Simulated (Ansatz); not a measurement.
**WSe2: equation of state**

An exercise on one series of results from a longer session: the logs are not shown, and one member is left open.

Program: Ansatz 0.2.0. Level of theory: DFT PBE, scalar-relativistic. These are calculated values, not measurements.

### The starting structure

It takes space group P6_3/mmc (No. 194, hexagonal). Conventional cell: a = 3.290 Å, b = 3.290 Å, c = 12.970 Å, α = 90.00°, β = 90.00°, γ = 120.00°. W (site symmetry -6m2) is surrounded by 6 Se at 2.53 Å. Se (site symmetry 3m) has 3 W at 2.53 Å as nearest neighbours.

Structure file:

```cif
data_structure
_symmetry_space_group_name_H-M 'P 1'
_symmetry_Int_Tables_number 1
_cell_length_a 3.2900
_cell_length_b 3.2900
_cell_length_c 12.9700
_cell_angle_alpha 90.000
_cell_angle_beta 90.000
_cell_angle_gamma 120.000
_cell_volume 121.58
loop_
_atom_site_label
_atom_site_type_symbol
_atom_site_fract_x
_atom_site_fract_y
_atom_site_fract_z
_atom_site_occupancy
W1 W 0.33333 0.66667 0.25000 1
W2 W 0.66667 0.33333 0.75000 1
Se1 Se 0.33333 0.66667 0.62100 1
Se2 Se 0.66667 0.33333 0.12100 1
Se3 Se 0.33333 0.66667 0.87900 1
Se4 Se 0.66667 0.33333 0.37900 1
```

Atoms are numbered in the order of the input: W1, W2, Se3, Se4, Se5, Se6.

Set-up of the first run:

Contents of input.yaml:

```yaml
crystal:
  lattice:
    - [3.2455335613, 0.0, 0.0]
    - [-1.6227667806, 2.8107145128, 0.0]
    - [0.0, 0.0, 12.7947082416]
  atoms:
    - { symbol: W, position: [0.3333333333, 0.6666666667, 0.25] }
    - { symbol: W, position: [0.6666666667, 0.3333333333, 0.75] }
    - { symbol: Se, position: [0.3333333333, 0.6666666667, 0.621] }
    - { symbol: Se, position: [0.6666666667, 0.3333333333, 0.121] }
    - { symbol: Se, position: [0.3333333333, 0.6666666667, 0.879] }
    - { symbol: Se, position: [0.6666666667, 0.3333333333, 0.379] }
kpoints:
  mp_grid: { grid: [11, 11, 3] }
  band_path:
    path:
      - [0.0, 0.0, 0.0]
      - [0.5, 0.0, 0.0]
      - [0.3333333333, 0.3333333333, 0.0]
      - [0.0, 0.0, 0.0]
      - [0.0, 0.0, 0.5]
      - [0.5, 0.0, 0.5]
      - [0.3333333333, 0.3333333333, 0.5]
      - [0.0, 0.0, 0.5]
      - [0.5, 0.0, 0.5]
    npoints: 5
scf:
  occupations: { method: fermi_dirac, width: 0.08 }
hamiltonian:
  xc: pbe
  pseudopotentials: { kind: all_electron, lapw: { basis_error: 0.0005 } }
output:
  forces: true
  stress: true
  eigenvalues: true
```

Command:

```sh
ansatz run input.yaml --threads 2 --pin off --max-ram 6144MiB --backend cpu --events-out ev --progress --plain --runs-dir out
```

Steps of the session up to this table: Volume × 0.96, LAPW; Volume × 0.96, PAW; Volume × 0.96, crystal datasets; Volume × 0.99, LAPW; Volume × 0.99, PAW; Volume × 0.99, crystal datasets; Volume × 1.02, LAPW; Volume × 1.02, PAW; Volume × 1.02, crystal datasets; Volume × 1.06, LAPW; Volume × 1.06, PAW; Volume × 1.06, crystal datasets.

One table of the session follows, with a row left open; its other results are not shown here.

```
          method  volume (Å³/atom)  gap on the k mesh (eV)  largest force (eV/Å)
            LAPW            19.453                    0.92                 0.891
            LAPW            20.061                    0.94                 0.342
            LAPW            20.669                    0.97                 0.145
            LAPW            21.479                    0.99                 0.714
             PAW            19.453                    0.91                 0.888
             PAW            20.061                    0.94                 0.339
             PAW            20.669                       ?                     ?
             PAW            21.479                    0.99                 0.718
crystal datasets            19.453                    0.92                 0.891
crystal datasets            20.061                    0.94                 0.343
crystal datasets            20.669                    0.97                 0.145
crystal datasets            21.479                    0.99                 0.713
```

**Question.** Estimate the row for PAW, 20.669.

The run gave: gap on the k mesh (eV): 0.97; largest force (eV/Å): 0.150.

Limits of these values: Shape and positions are held, so a fully relaxed modulus can be lower. Spin-orbit coupling is left out, though the cell holds W; in elements this heavy it can shift bands and gaps by tenths of an eV. Warnings in the runs' records: gradients without spin orbit, crystal datasets made.
